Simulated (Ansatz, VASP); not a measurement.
# Two plane-wave programs on Ti

```
Ti
1.0
     0.00000    2.01181    4.88911
     1.87863    0.00000    4.88911
     1.87863    2.01181    0.00000
Ti
2
Direct
  0.84952 0.84952 0.15048
  0.15048 0.15048 0.84952
```

Alike in both runs: functional r2SCAN; k mesh 6 × 6 × 6; occupations gaussian, width 0.1 eV; no spin polarisation.

Ansatz relaxed the structure, and its values are those at the end. VASP's run is a single point on that final structure, the one shown.

|  | VASP | Ansatz |
| --- | --- | --- |
| version | VASP 6.6.1 | Ansatz 0.2.0 |
| potentials or method | VASP PAW PBE potentials, release 64 (Ti_sv) | scalar-relativistic, plane waves, PAW |
| plane-wave cutoff (eV) | 520 | 500 |
| valence electrons in the cell | 24 | 24 |

```csv
,VASP,Ansatz,Ansatz less VASP
gap on the k mesh at the Fermi level (eV),none,none,-
pressure (GPa),0.4,0.1,-0.32
rms of the force components (eV/Å),0.003,0.022,+0.0185
```

A gap of «none» marks a metal or a gap that the smearing closes.

Caveats: the k mesh is coarse (spacing up to 0.40 Å⁻¹), so the values aren't converged; the PAW data sets were made with another functional, which shifts forces and pressure a little (VASP).
